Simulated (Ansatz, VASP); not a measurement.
# One calculation of HBr, two programs

File INCAR:

```
PREC = Accurate ; ENCUT = 520
EDIFF = 1E-6 ; ISMEAR = 0
SIGMA = 0.02 ; LREAL = F
LASPH = T ; NELM = 80
ALGO = Normal ; ISIF = 2
LWAVE = F ; LCHARG = F
GGA = PS ; NBANDS = 16
```

File KPOINTS:

```
regular mesh
0
Gamma
  6 6 8
```

Contents of POSCAR:

```
HBr
1.0
    5.4459128156      0.0000000000      0.0000000000
    0.0000000000      5.4459128156      0.0000000000
    0.0000000000      0.0000000000      3.4425718638
H Br
2 2
Direct
    0.0000000000      0.0000000000      0.0000000000
    0.5000000000      0.5000000000      0.5000000000
    0.0000000000      0.0000000000      0.5000000000
    0.5000000000      0.5000000000      0.0000000000
```

Input for Ansatz:

```yaml
crystal:
  lattice:
    - [5.4459128156, 0.0, 0.0]
    - [0.0, 5.4459128156, 0.0]
    - [0.0, 0.0, 3.4425718638]
  atoms:
    - { symbol: H, position: [0.0, 0.0, 0.0] }
    - { symbol: H, position: [0.5, 0.5, 0.5] }
    - { symbol: Br, position: [0.0, 0.0, 0.5] }
    - { symbol: Br, position: [0.5, 0.5, 0.0] }
basis:
  ecutwfc: 420
kpoints:
  mp_grid: { grid: [6, 6, 8] }
hamiltonian:
  xc: pbesol
scf:
  occupations: { method: gaussian, width: 0.02 }
output:
  forces: true
  stress: true
  eigenvalues: true
```

Change from the starting cell: strain along c alone, the other axes held, atoms relaxed: +3.0 %.

Alike in both runs: task single point; functional PBEsol; k mesh 6 × 6 × 8; occupations gaussian, width 0.02 eV; no spin polarisation.

|  | VASP | Ansatz |
| --- | --- | --- |
| version | VASP 6.6.1 | Ansatz 0.2.0 |
| potentials or method | VASP PAW PBE potentials, release 64 (H, Br) | scalar-relativistic, plane waves, PAW |
| plane-wave cutoff (eV) | 520 | 420 |
| valence electrons in the cell | 16 | 16 |

|  | VASP | Ansatz | Ansatz less VASP |
| --- | --- | --- | --- |
| gap on the k mesh at the Fermi level (eV) | 1.10 | 1.10 | +0.001 |
| least direct gap on the mesh (eV) | 1.34 | 1.34 | +0.001 |
| pressure (GPa) | -1.8 | -1.8 | +0.01 |
| largest component of the traceless stress (GPa) | 3.62 | 3.65 | +0.036 |

Caveats: the PAW data sets were made with another functional, which shifts forces and pressure a little (VASP). A k mesh can miss the band edges.
